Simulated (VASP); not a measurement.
# K (Im-3m) in VASP: settings compared

The runs below take K through relaxation of cell and atoms, with r2SCAN, r2SCAN+rVV10.

Everything below comes from runs of VASP 6.6.1. Logs are shortened: lines on timing, memory, paths and dates and some standing lists are left out, and cuts for length are marked.

### 1 The crystal as given

Symmetry: Im-3m, No. 229, cubic system. Conventional cell: a = 5.236 Å, b = 5.236 Å, c = 5.236 Å, α = 90.00°, β = 90.00°, γ = 90.00°.

### 2 Relaxation of cell and atoms, r2SCAN

File INCAR:

```
PREC = Accurate ; ENCUT = 600
EDIFF = 1E-7 ; ISMEAR = 0
SIGMA = 0.1 ; LREAL = F
LASPH = T ; NELM = 80
ALGO = Normal ; ISIF = 3
LWAVE = F ; LCHARG = F
METAGGA = R2SCAN ; LMIXTAU = T
IBRION = 2 ; NSW = 90
EDIFFG = -0.005
```

File KPOINTS:

```
regular mesh
0
Gamma
  12 12 12
```

File POSCAR:

```
K
1.0
   -2.6180000000      2.6180000000      2.6180000000
    2.6180000000     -2.6180000000      2.6180000000
    2.6180000000      2.6180000000     -2.6180000000
K
1
Direct
    0.0000000000      0.0000000000      0.0000000000
```

Potentials or basis: VASP PAW PBE potentials, release 64 (K_sv).

Started as:

```console
cat potpaw_PBE.64/K_sv/POTCAR > POTCAR
mpirun -np 1 vasp_std > vasp.out
```

OUTCAR:

```text
PREC = Accurate
   ENCUT = 600
   EDIFF = 1E-7
   ISMEAR = 0
   LREAL = F
   LASPH = T
   NELM = 80
   ISIF = 3
   METAGGA = R2SCAN
   IBRION = 2
   NSW = 90
   EDIFFG = -0.005

 ion  position               nearest neighbor table
   1  0.000  0.000  0.000-

  LATTYP: Found a body centered cubic cell.
 ALAT       =     5.2360000000

  Lattice vectors:

 A1 = (  -2.6180000000,   2.6180000000,   2.6180000000)
 A2 = (   2.6180000000,  -2.6180000000,   2.6180000000)
 A3 = (   2.6180000000,   2.6180000000,  -2.6180000000)

Analysis of symmetry for initial positions (statically):
=====================================================================
 Subroutine PRICEL returns:
 Original cell was already a primitive cell.

 Routine SETGRP: Setting up the symmetry group for a
 body centered cubic supercell.

 Subroutine GETGRP returns: Found 48 space group operations
 (whereof 48 operations were pure point group operations)
 out of a pool of 48 trial point group operations.

The static configuration has the point symmetry O_h .

Analysis of symmetry for dynamics (positions and initial velocities):
=====================================================================
 Subroutine PRICEL returns:
 Original cell was already a primitive cell.

 Routine SETGRP: Setting up the symmetry group for a
 body centered cubic supercell.

 Subroutine GETGRP returns: Found 48 space group operations
 (whereof 48 operations were pure point group operations)
 out of a pool of 48 trial point group operations.

The dynamic configuration has the point symmetry O_h .

 Subroutine INISYM returns: Found 48 space group operations
 (whereof 48 operations are pure point group operations),
 and found     1 'primitive' translations

----------------------------------------------------------------------------------------

                                     Primitive cell

  volume of cell :      71.7743

  direct lattice vectors                    reciprocal lattice vectors
    -2.618000000  2.618000000  2.618000000     0.000000000  0.190985485  0.190985485
     2.618000000 -2.618000000  2.618000000     0.190985485  0.000000000  0.190985485
     2.618000000  2.618000000 -2.618000000     0.190985485  0.190985485  0.000000000

  length of vectors
     4.534509014  4.534509014  4.534509014     0.270094263  0.270094263  0.270094263

  position of ions in fractional coordinates (direct lattice)
     0.000000000  0.000000000  0.000000000

  ion indices of the primitive-cell ions
   primitive index   ion index
                 1           1

----------------------------------------------------------------------------------------

 KPOINTS: regular mesh

Automatic generation of k-mesh.
 Grid dimensions read from file:
 generate k-points for:   12   12   12

 Generating k-lattice:

  Cartesian coordinates                     Fractional coordinates (reciprocal lattice)
     0.000000000  0.015915457  0.015915457     0.083333333  0.000000000  0.000000000
     0.015915457  0.000000000  0.015915457     0.000000000  0.083333333  0.000000000
     0.015915457  0.015915457  0.000000000     0.000000000  0.000000000  0.083333333

  Length of vectors
     0.022507855  0.022507855  0.022507855

  Shift w.r.t. Gamma in fractional coordinates (k-lattice)
     0.000000000  0.000000000  0.000000000

 Subroutine IBZKPT returns following result:
 ===========================================

 Found     72 irreducible k-points:

 Following reciprocal coordinates:
            Coordinates               Weight
  0.000000  0.000000  0.000000      1.000000
  0.083333  0.000000  0.000000     12.000000
  0.166667  0.000000  0.000000     12.000000
  0.250000  0.000000  0.000000     12.000000
  0.333333  0.000000  0.000000     12.000000
  0.416667  0.000000  0.000000     12.000000
[... 16 lines left out ...]
  0.333333  0.083333  0.083333     24.000000
  0.416667  0.083333  0.083333     12.000000
 [... further k-points ...]
   k-points           NKPTS =     72   k-points in BZ     NKDIM =     72   number of bands    NBANDS=      8
   number of dos      NEDOS =    301   number of ions     NIONS =      1
   total plane-waves  NPLWV =  46656
   dimension x,y,z NGX =    36 NGY =   36 NGZ =   36
   dimension x,y,z NGXF=    72 NGYF=   72 NGZF=   72
   ions per type =               1
   NGX,Y,Z   is equivalent  to a cutoff of  13.20, 13.20, 13.20 a.u.
   NGXF,Y,Z  is equivalent  to a cutoff of  26.40, 26.40, 26.40 a.u.
 SYSTEM =  unknown system
   PREC   = accura    normal or accurate (medium, high low for compatibility)
   ISTART =      0    job   : 0-new  1-cont  2-samecut
   ICHARG =      2    charge: 1-file 2-atom 10-const
   ISPIN  =      1    spin polarized calculation?
   LNONCOLLINEAR =      F non collinear calculations
   LSORBIT =      F    spin-orbit coupling
   LASPH  =      T    aspherical Exc in radial PAW
   ENCUT  =  600.0 eV  44.10 Ry    6.64 a.u.   9.06  9.06  9.06*2*pi/ulx,y,z
   NELM   =     80;   NELMIN=  2; NELMDL= -5     # of ELM steps
   EDIFF  = 0.1E-06   stopping-criterion for ELM
   LREAL  =      F    real-space projection
   EDIFFG = -.5E-02   stopping-criterion for IOM
   NSW    =     90    number of steps for IOM
   IBRION =      2    ionic relax: 0-MD 1-quasi-New 2-CG
   NFREE  =      1    steps in history (QN), initial steepest desc. (CG)
   ISIF   =      3    stress and relaxation
   ISYM   =      2    0-nonsym 1-usesym 2-fastsym
   POTIM  = 0.5000    time-step for ionic-motion
   TEBEG  =    0.0;   TEEND  =   0.0 temperature during run
   PSTRESS=    0.0 pullay stress
   NELECT =       9.0000    total number of electrons
   NUPDOWN=      -1.0000    fix difference up-down
   EMIN   =  10.00;   EMAX   =-10.00  energy-range for DOS
   EFERMI =   0.00;   METHOD = LEGACY
   ISMEAR =     0;   SIGMA  =   0.10  broadening in eV -4-tet -1-fermi 0-gaus
   EFERMI_NEDOS =   21; number of points for ismear=-14 and -15
   IALGO  =     38    algorithm
   IMIX   =      4    mixing-type and parameters
     AMIX     =   0.40;   BMIX     =  1.00
     AMIX_MAG =   1.60;   BMIX_MAG =  1.00
  volume/ion in A,a.u.               =      71.77       484.36
  Fermi-wavevector in a.u.,A,eV,Ry     =   0.819406  1.548454  9.135317  0.671427
  Thomas-Fermi vector in A             =   1.930206
   LORBIT       =      0    0 simple, 1 ext, 2 COOP (PROOUT), +10 PAW based schemes
   METAGGA = R2SCAN    functional components
   LHFCALC =     F    Hartree Fock is set to
   AEXX    =    0.0000 exact exchange contribution
   IVDW    =     0    specifies the selected vdW correction
   LEPSILON=     F    determine dielectric tensor
   LRPA    =     F    only Hartree local field effects (RPA)
 conjugate gradient relaxation of ions
 non-spin polarized calculation
 Gauss-broadening in eV      SIGMA  =   0.10
  energy-cutoff  :      600.00
  volume of cell :       71.77
 maximum number of plane-waves:      2454
   NGX = 19   NGY = 19   NGZ = 19

--------------------------------------- Ionic step        1  -------------------------------------------

 number of electron       9.0000001 magnetization

 Free energy of the ion-electron system (eV)
  ---------------------------------------------------
  ext. energy  EPLUGINS =         0.00000000
  ---------------------------------------------------
  free energy    TOTEN  =        -6.01035306 eV

  energy without entropy =       -6.00568715  energy(sigma->0) =       -6.00802011

------------------------ aborting loop because EDIFF is reached ----------------------------------------

  FORCE on cell =-STRESS in cart. coord.  units (eV):
  Direction    XX          YY          ZZ          XY          YZ          ZX
  --------------------------------------------------------------------------------------
  -------------------------------------------------------------------------------------
  Total        0.1102990      0.1102990      0.1102990     -0.0000000     -0.0000000      0.0000000
  in kB        2.4621418      2.4621418      2.4621418     -0.0000000     -0.0000000      0.0000000
  external PRESSURE =       2.4621418 kB  Pullay stress =       0.0000000 kB

 VOLUME and BASIS-vectors are now :
 -----------------------------------------------------------------------------
  energy-cutoff  :      600.00
  volume of cell :       71.77
      direct lattice vectors                 reciprocal lattice vectors
    -2.618000000  2.618000000  2.618000000     0.000000000  0.190985485  0.190985485
     2.618000000 -2.618000000  2.618000000     0.190985485  0.000000000  0.190985485
     2.618000000  2.618000000 -2.618000000     0.190985485  0.190985485  0.000000000
[... 36 lines left out ...]
 POSITION                                       TOTAL-FORCE (eV/Angst)
 -----------------------------------------------------------------------------------
     -2.63193      2.63193      2.63193         0.000000      0.000000     -0.000000
 -----------------------------------------------------------------------------------
    total drift:                               -0.000000     -0.000000      0.000000

  FREE ENERGIE OF THE ION-ELECTRON SYSTEM (eV)
  ---------------------------------------------------
  free  energy   TOTEN  =        -6.0118805847 eV

  energy  without entropy=       -6.0071922222  energy(sigma->0) =       -6.00953640

--------------------------------------- Ionic step        3  -------------------------------------------

 number of electron       9.0000001 magnetization

 Free energy of the ion-electron system (eV)
  ---------------------------------------------------
  ext. energy  EPLUGINS =         0.00000000
  ---------------------------------------------------
  free energy    TOTEN  =        -6.01372802 eV

  energy without entropy =       -6.00897583  energy(sigma->0) =       -6.01135193

 E-fermi :  -0.1594     XC(G=0):  -5.8179

 val. band max:       -0.1830965855   @ k =   0.2500   0.2500   0.0000
 cond. band min:      -0.1103128353   @ k =   0.3333   0.1667   0.0000
 fundamental gap:      0.0727837502
 Fermi energy:        -0.1593666764

 k-point     1 :       0.0000    0.0000    0.0000
  band No.  band energies     occupation
      1     -33.8200      2.00000
      2     -16.4939      2.00000
      3     -16.4939      2.00000
      4     -16.4939      2.00000
      5      -2.3947      2.00000
      6       4.5758      0.00000
      7       4.5758      0.00000
      8       4.5758      0.00000

 k-point     2 :       0.0833    0.0000    0.0000
  band No.  band energies     occupation
      1     -33.8197      2.00000
      2     -16.4981      2.00000
      3     -16.4953      2.00000
      4     -16.4940      2.00000
      5      -2.3052      2.00000
      6       4.4233      0.00000
      7       4.4479      0.00000
      8       4.6452      0.00000
[... 221 lines left out ...]
 k-point    23 :       0.3333    0.0833    0.0833
  band No.  band energies     occupation
      1     -33.8165      2.00000
      2     -16.5481      2.00000
      3     -16.5146      2.00000
      4     -16.4977      2.00000
      5      -0.1835      1.26696
      6       1.4073      0.00000
      7       2.9312      0.00000
      8       5.0399      0.00000

 k-point    24 :       0.4167    0.0833    0.0833
  band No.  band energies     occupation
      1     -33.8163      2.00000
      2     -16.5508      2.00000
      3     -16.5166      2.00000
      4     -16.4978      2.00000
      5       0.5802      0.00000
      6       0.6015      0.00000
      7       2.8774      0.00000
      8       4.9422      0.00000

 [... further k-points ...]

------------------------ aborting loop because EDIFF is reached ----------------------------------------

  FORCE on cell =-STRESS in cart. coord.  units (eV):
  Direction    XX          YY          ZZ          XY          YZ          ZX
  --------------------------------------------------------------------------------------
  -------------------------------------------------------------------------------------
  Total        0.0018643      0.0018643      0.0018643      0.0000000      0.0000000      0.0000000
  in kB        0.0391862      0.0391862      0.0391862      0.0000000      0.0000000      0.0000000
  external PRESSURE =       0.0391862 kB  Pullay stress =       0.0000000 kB

 VOLUME and BASIS-vectors are now :
 -----------------------------------------------------------------------------
  energy-cutoff  :      600.00
  volume of cell :       76.22
      direct lattice vectors                 reciprocal lattice vectors
    -2.671027786  2.671027786  2.671027786     0.000000000  0.187193859  0.187193859
     2.671027786 -2.671027786  2.671027786     0.187193859  0.000000000  0.187193859
     2.671027786  2.671027786 -2.671027786     0.187193859  0.187193859  0.000000000

 POSITION                                       TOTAL-FORCE (eV/Angst)
 -----------------------------------------------------------------------------------
      0.00000      0.00000     -0.00000        -0.000000      0.000000     -0.000000
 -----------------------------------------------------------------------------------
    total drift:                               -0.000000      0.000000      0.000000

  FREE ENERGIE OF THE ION-ELECTRON SYSTEM (eV)
  ---------------------------------------------------
  free  energy   TOTEN  =        -6.0137280169 eV

  energy  without entropy=       -6.0089758342  energy(sigma->0) =       -6.01135193

 reached required accuracy - stopping structural energy minimisation
```

It took 5.9 min on 1 thread of Intel Xeon 6975P-C (Granite Rapids), shared host; peak memory 0.25 GiB.

What came out:

```yaml
Free_energy: -6.0137 eV
Relaxed_volume: 76.22 Å³/atom
Relaxed_cell: a = 4.626 Å, b = 4.626 Å, c = 4.626 Å, α = 109.47°, β = 109.47°, γ = 109.47°
Space_group_after_relaxing_to_0.05_Å: Im-3m (No. 229)
Energy_gained_by_relaxing: 3.4 meV/atom
Ionic_steps: 3
Pressure_after_relaxing: 0.0 GPa
Band_gap_on_the_k_mesh: none (metal or under the smearing width)
```

Step by step:
```
step  energy change (eV)  largest force (eV/Å)  pressure (GPa)  volume (Å³)
   1              0.0000                0.0000            0.25        71.77
   2             -0.0015                0.0000            0.18        72.93
   3             -0.0034                0.0000            0.00        76.22
```

Final structure:
```
K
1.0
    -2.67103    2.67103    2.67103
     2.67103   -2.67103    2.67103
     2.67103    2.67103   -2.67103
K
1
Direct
  0.00000 0.00000 0.00000
```

Caveat: the PAW data sets were made with another functional, which shifts forces and pressure a little. Zero-point motion and thermal expansion aren't in these numbers.

### 3 Relaxation of cell and atoms, r2SCAN+rVV10

INCAR, as its differences from that of step 2:

```diff
@@ -7,2 +7,4 @@
 METAGGA = R2SCAN ; LMIXTAU = T
+LUSE_VDW = T ; IVDW_NL = 2
+BPARAM = 11.95 ; CPARAM = 0.0093
 IBRION = 2 ; NSW = 90
```

KPOINTS is that of step 2.

POSCAR is that of step 2.

Potentials or basis: VASP PAW PBE potentials, release 64 (K_sv).

Started as:

```console
cat potpaw_PBE.64/K_sv/POTCAR > POTCAR
mpirun -np 1 vasp_std > vasp.out
```

OUTCAR:

```text
PREC = Accurate
   ENCUT = 600
   EDIFF = 1E-7
   ISMEAR = 0
   LREAL = F
   LASPH = T
   NELM = 80
   ISIF = 3
   METAGGA = R2SCAN
   IVDW_NL = 2
   BPARAM = 11.95
   IBRION = 2
   NSW = 90
   EDIFFG = -0.005

 ion  position               nearest neighbor table
   1  0.000  0.000  0.000-

  LATTYP: Found a body centered cubic cell.
 ALAT       =     5.2360000000

  Lattice vectors:

 A1 = (  -2.6180000000,   2.6180000000,   2.6180000000)
 A2 = (   2.6180000000,  -2.6180000000,   2.6180000000)
 A3 = (   2.6180000000,   2.6180000000,  -2.6180000000)

Analysis of symmetry for initial positions (statically):
=====================================================================
 Subroutine PRICEL returns:
 Original cell was already a primitive cell.

 Routine SETGRP: Setting up the symmetry group for a
 body centered cubic supercell.

 Subroutine GETGRP returns: Found 48 space group operations
 (whereof 48 operations were pure point group operations)
 out of a pool of 48 trial point group operations.

The static configuration has the point symmetry O_h .

Analysis of symmetry for dynamics (positions and initial velocities):
=====================================================================
[... 170 lines left out ...]
  external PRESSURE =       1.5379923 kB  Pullay stress =       0.0000000 kB
[... 92 lines left out ...]
--------------------------------------- Ionic step        4  -------------------------------------------

 number of electron       9.0000001 magnetization

 Free energy of the ion-electron system (eV)
  ---------------------------------------------------
  ext. energy  EPLUGINS =         0.00000000
  ---------------------------------------------------
  free energy    TOTEN  =        -5.70787397 eV

  energy without entropy =       -5.70315377  energy(sigma->0) =       -5.70551387

 E-fermi :  -0.1385     XC(G=0):  -5.8910

 val. band max:       -0.1620787468   @ k =   0.2500   0.2500   0.0000
 cond. band min:      -0.0886681771   @ k =   0.3333   0.1667   0.0000
 fundamental gap:      0.0734105697
 Fermi energy:        -0.1384862209

 k-point     1 :       0.0000    0.0000    0.0000
  band No.  band energies     occupation
      1     -33.7325      2.00000
      2     -16.4064      2.00000
      3     -16.4064      2.00000
      4     -16.4064      2.00000
      5      -2.4042      2.00000
      6       4.6371      0.00000
      7       4.6371      0.00000
      8       4.6371      0.00000
[... 243 lines left out ...]
 k-point    24 :       0.4167    0.0833    0.0833
  band No.  band energies     occupation
      1     -33.7284      2.00000
      2     -16.4681      2.00000
      3     -16.4309      2.00000
      4     -16.4106      2.00000
      5       0.6112      0.00000
      6       0.6259      0.00000
      7       2.9157      0.00000
      8       5.0413      0.00000

 [... further k-points ...]

------------------------ aborting loop because EDIFF is reached ----------------------------------------

  FORCE on cell =-STRESS in cart. coord.  units (eV):
  Direction    XX          YY          ZZ          XY          YZ          ZX
  --------------------------------------------------------------------------------------
  -------------------------------------------------------------------------------------
  Total        0.0003815      0.0003815      0.0003815     -0.0000000      0.0000000      0.0000000
  in kB        0.0081891      0.0081891      0.0081891     -0.0000000      0.0000000      0.0000000
  external PRESSURE =       0.0081891 kB  Pullay stress =       0.0000000 kB
[... 16 lines left out ...]
  FREE ENERGIE OF THE ION-ELECTRON SYSTEM (eV)
  ---------------------------------------------------
  free  energy   TOTEN  =        -5.7078739722 eV

  energy  without entropy=       -5.7031537707  energy(sigma->0) =       -5.70551387

 reached required accuracy - stopping structural energy minimisation
```

CONTCAR:

```text
K
   1.00000000000000
    -2.6522992491534536    2.6522992491534536    2.6522992491534536
     2.6522992491534536   -2.6522992491534536    2.6522992491534536
     2.6522992491534536    2.6522992491534536   -2.6522992491534536
  K
     1
Direct
     1.0000000000000000    1.0000000000000000    1.0000000000000000

  0.00000000E+00  0.00000000E+00  0.00000000E+00
```

Run time: 11 min. Hardware: 1 thread of Intel Xeon 6975P-C (Granite Rapids), shared host; peak memory 0.42 GiB.

What came out:

```
Free energy                            : -5.7079 eV
Relaxed volume                         : 74.63 Å³/atom
Relaxed cell                           : a = 4.594 Å, b = 4.594 Å, c = 4.594 Å, α = 109.47°, β = 109.47°, γ = 109.47°
Space group after relaxing (to 0.05 Å) : Im-3m (No. 229)
Energy gained by relaxing              : 1.4 meV/atom
Ionic steps                            : 4
Pressure after relaxing                : 0.0 GPa
Band gap on the k mesh                 : none (metal or under the smearing width)
```

The path:
| step | energy change (eV) | largest force (eV/Å) | pressure (GPa) | volume (Å³) |
| --- | --- | --- | --- | --- |
| 1 | 0.0000 | 0.0000 | 0.15 | 71.77 |
| 2 | -0.0006 | 0.0000 | 0.11 | 72.49 |
| 3 | -0.0013 | 0.0000 | 0.02 | 74.33 |
| 4 | -0.0014 | 0.0000 | 0.00 | 74.63 |

Final structure:
```cif
data_structure
_symmetry_space_group_name_H-M 'P 1'
_symmetry_Int_Tables_number 1
_cell_length_a 4.5939
_cell_length_b 4.5939
_cell_length_c 4.5939
_cell_angle_alpha 109.471
_cell_angle_beta 109.471
_cell_angle_gamma 109.471
_cell_volume 74.63
loop_
_atom_site_label
_atom_site_type_symbol
_atom_site_fract_x
_atom_site_fract_y
_atom_site_fract_z
_atom_site_occupancy
K1 K 0.00000 0.00000 0.00000 1
```

Caveat: the PAW data sets were made with another functional, which shifts forces and pressure a little.
